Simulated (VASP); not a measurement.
Wanted: the native input for a VASP 6.6.1 run.

```
Task                   : band structure
Functional             : AM05
Potentials or basis    : VASP PAW PBE potentials, release 64 (Ti_sv)
Cutoff                 : 520 eV
k mesh                 : 7 × 7 × 7
Occupations            : methfessel-paxton, width 0.2 eV
Spin                   : no spin polarisation
Further INCAR settings : ALGO = Normal; EDIFF = 1e-06; NBANDS = 32
```

The structure of Ti lies in POSCAR:

```
Ti
 1.0000000000000000
     4.0599999999999996    0.0000000000000000    0.0000000000000000
     0.0000000000000000    4.0599999999999996    0.0000000000000000
     0.0000000000000000    0.0000000000000000    4.0599999999999996
 Ti 
   4
Cartesian
  0.0000000000000000  0.0000000000000000  0.0000000000000000
  0.0000000000000000  2.0299999999999998  2.0299999999999998
  2.0299999999999998  0.0000000000000000  2.0299999999999998
  2.0299999999999998  2.0299999999999998  0.0000000000000000
```

This isn't the form of Ti at room conditions, which is hcp.

One way to write it, as run:

Ti.cif

```cif
data_Ti
_cell_length_a 4.06000000
_cell_length_b 4.06000000
_cell_length_c 4.06000000
_cell_angle_alpha 90.00000000
_cell_angle_beta 90.00000000
_cell_angle_gamma 90.00000000
_space_group_name_H-M_alt 'Fm-3m'
_space_group_name_Hall '-F 4 2 3'
_space_group_IT_number 225
loop_
_space_group_symop_operation_xyz
'x,y,z'
'-x,-y,-z'
'-y,x,z'
'y,-x,-z'
'-x,-y,z'
'x,y,-z'
'y,-x,z'
'-y,x,-z'
'x,-y,-z'
'-x,y,z'
'-y,-x,-z'
'y,x,z'
'-x,y,-z'
'x,-y,z'
'y,x,-z'
'-y,-x,z'
'z,x,y'
'-z,-x,-y'
'z,-y,x'
'-z,y,-x'
'z,-x,-y'
'-z,x,y'
'z,y,-x'
'-z,-y,x'
'-z,x,-y'
'z,-x,y'
'-z,-y,-x'
'z,y,x'
'-z,-x,y'
'z,x,-y'
'-z,y,x'
'z,-y,-x'
'y,z,x'
'-y,-z,-x'
'x,z,-y'
'-x,-z,y'
'-y,z,-x'
'y,-z,x'
'-x,z,y'
'x,-z,-y'
'-y,-z,x'
'y,z,-x'
'-x,-z,-y'
'x,z,y'
'y,-z,-x'
'-y,z,x'
'x,-z,y'
'-x,z,-y'
'x,y+1/2,z+1/2'
'-x,-y+1/2,-z+1/2'
'-y,x+1/2,z+1/2'
'y,-x+1/2,-z+1/2'
'-x,-y+1/2,z+1/2'
'x,y+1/2,-z+1/2'
'y,-x+1/2,z+1/2'
'-y,x+1/2,-z+1/2'
'x,-y+1/2,-z+1/2'
'-x,y+1/2,z+1/2'
'-y,-x+1/2,-z+1/2'
'y,x+1/2,z+1/2'
[... 40 lines left out ...]
'-x+1/2,-y,z+1/2'
'x+1/2,y,-z+1/2'
'y+1/2,-x,z+1/2'
'-y+1/2,x,-z+1/2'
'x+1/2,-y,-z+1/2'
'-x+1/2,y,z+1/2'
'-y+1/2,-x,-z+1/2'
'y+1/2,x,z+1/2'
'-x+1/2,y,-z+1/2'
'x+1/2,-y,z+1/2'
'y+1/2,x,-z+1/2'
'-y+1/2,-x,z+1/2'
'z+1/2,x,y+1/2'
'-z+1/2,-x,-y+1/2'
'z+1/2,-y,x+1/2'
'-z+1/2,y,-x+1/2'
'z+1/2,-x,-y+1/2'
'-z+1/2,x,y+1/2'
'z+1/2,y,-x+1/2'
'-z+1/2,-y,x+1/2'
'-z+1/2,x,-y+1/2'
'z+1/2,-x,y+1/2'
'-z+1/2,-y,-x+1/2'
'z+1/2,y,x+1/2'
'-z+1/2,-x,y+1/2'
'z+1/2,x,-y+1/2'
'-z+1/2,y,x+1/2'
'z+1/2,-y,-x+1/2'
'y+1/2,z,x+1/2'
'-y+1/2,-z,-x+1/2'
'x+1/2,z,-y+1/2'
'-x+1/2,-z,y+1/2'
'-y+1/2,z,-x+1/2'
'y+1/2,-z,x+1/2'
'-x+1/2,z,y+1/2'
'x+1/2,-z,-y+1/2'
'-y+1/2,-z,x+1/2'
'y+1/2,z,-x+1/2'
'-x+1/2,-z,-y+1/2'
'x+1/2,z,y+1/2'
'y+1/2,-z,-x+1/2'
'-y+1/2,z,x+1/2'
'x+1/2,-z,y+1/2'
'-x+1/2,z,-y+1/2'
'x+1/2,y+1/2,z'
'-x+1/2,-y+1/2,-z'
'-y+1/2,x+1/2,z'
'y+1/2,-x+1/2,-z'
'-x+1/2,-y+1/2,z'
'x+1/2,y+1/2,-z'
'y+1/2,-x+1/2,z'
'-y+1/2,x+1/2,-z'
'x+1/2,-y+1/2,-z'
'-x+1/2,y+1/2,z'
'-y+1/2,-x+1/2,-z'
'y+1/2,x+1/2,z'
'-x+1/2,y+1/2,-z'
'x+1/2,-y+1/2,z'
'y+1/2,x+1/2,-z'
'-y+1/2,-x+1/2,z'
'z+1/2,x+1/2,y'
'-z+1/2,-x+1/2,-y'
'z+1/2,-y+1/2,x'
'-z+1/2,y+1/2,-x'
'z+1/2,-x+1/2,-y'
'-z+1/2,x+1/2,y'
'z+1/2,y+1/2,-x'
'-z+1/2,-y+1/2,x'
'-z+1/2,x+1/2,-y'
'z+1/2,-x+1/2,y'
'-z+1/2,-y+1/2,-x'
'z+1/2,y+1/2,x'
'-z+1/2,-x+1/2,y'
'z+1/2,x+1/2,-y'
'-z+1/2,y+1/2,x'
'z+1/2,-y+1/2,-x'
'y+1/2,z+1/2,x'
'-y+1/2,-z+1/2,-x'
'x+1/2,z+1/2,-y'
'-x+1/2,-z+1/2,y'
'-y+1/2,z+1/2,-x'
'y+1/2,-z+1/2,x'
'-x+1/2,z+1/2,y'
'x+1/2,-z+1/2,-y'
'-y+1/2,-z+1/2,x'
'y+1/2,z+1/2,-x'
'-x+1/2,-z+1/2,-y'
'x+1/2,z+1/2,y'
'y+1/2,-z+1/2,-x'
'-y+1/2,z+1/2,x'
'x+1/2,-z+1/2,y'
'-x+1/2,z+1/2,-y'
loop_
_atom_site_label
_atom_site_type_symbol
_atom_site_symmetry_multiplicity
_atom_site_Wyckoff_symbol
_atom_site_fract_x
_atom_site_fract_y
_atom_site_fract_z
_atom_site_occupancy
Ti1 Ti 4 a 0.0000000000 0.0000000000 0.0000000000 1
```

INCAR.step1

```
PREC = Accurate
ENCUT = 520
EDIFF = 1E-6
ISMEAR = 1
SIGMA = 0.2
LREAL = False
LASPH = True
NELM = 100
ALGO = Normal
ISIF = 2
LWAVE = False
LCHARG = True
LMAXMIX = 4
GGA = AM
NBANDS = 32
```

KPOINTS.step1

```
Automatic mesh
0
Gamma
  7 7 7
```

INCAR.step2

```
PREC = Accurate
ENCUT = 520
EDIFF = 1E-6
ISMEAR = 0
SIGMA = 0.05
LREAL = False
LASPH = True
NELM = 100
ALGO = Normal
ISIF = 2
LWAVE = False
LCHARG = False
LMAXMIX = 4
GGA = AM
NBANDS = 32
ICHARG = 11
```

KPOINTS.step2

```
path GXMGRX,MR
15
line-mode
reciprocal
 0.0000000000  0.0000000000  0.0000000000  G
 0.0000000000  0.5000000000  0.0000000000  X

 0.0000000000  0.5000000000  0.0000000000  X
 0.5000000000  0.5000000000  0.0000000000  M

 0.5000000000  0.5000000000  0.0000000000  M
 0.0000000000  0.0000000000  0.0000000000  G

 0.0000000000  0.0000000000  0.0000000000  G
 0.5000000000  0.5000000000  0.5000000000  R

 0.5000000000  0.5000000000  0.5000000000  R
 0.0000000000  0.5000000000  0.0000000000  X

 0.5000000000  0.5000000000  0.0000000000  M
 0.5000000000  0.5000000000  0.5000000000  R
```

Potentials or basis: VASP PAW PBE potentials, release 64 (Ti_sv).

Run with:

```sh
$ ase convert -i cif -o vasp Ti.cif POSCAR
$ cat potpaw_PBE.64/Ti_sv/POTCAR > POTCAR
$ cp INCAR.step1 INCAR
$ cp KPOINTS.step1 KPOINTS
$ mpirun -np 1 vasp_std > vasp.out
$ cp INCAR.step2 INCAR
$ cp KPOINTS.step2 KPOINTS
$ mpirun -np 1 vasp_std > vasp.out
```

It gave:

The band gap along the path is none (metal or under the smearing width).

Caveat: the log is that of the step along the path at fixed density, whose energy, stress, charges and moments have no meaning.

Run time: 2.3 min on 1 thread of Intel(R) Xeon(R) Platinum 8488C (Sapphire Rapids) (shared host), peak memory 0.25 GiB.
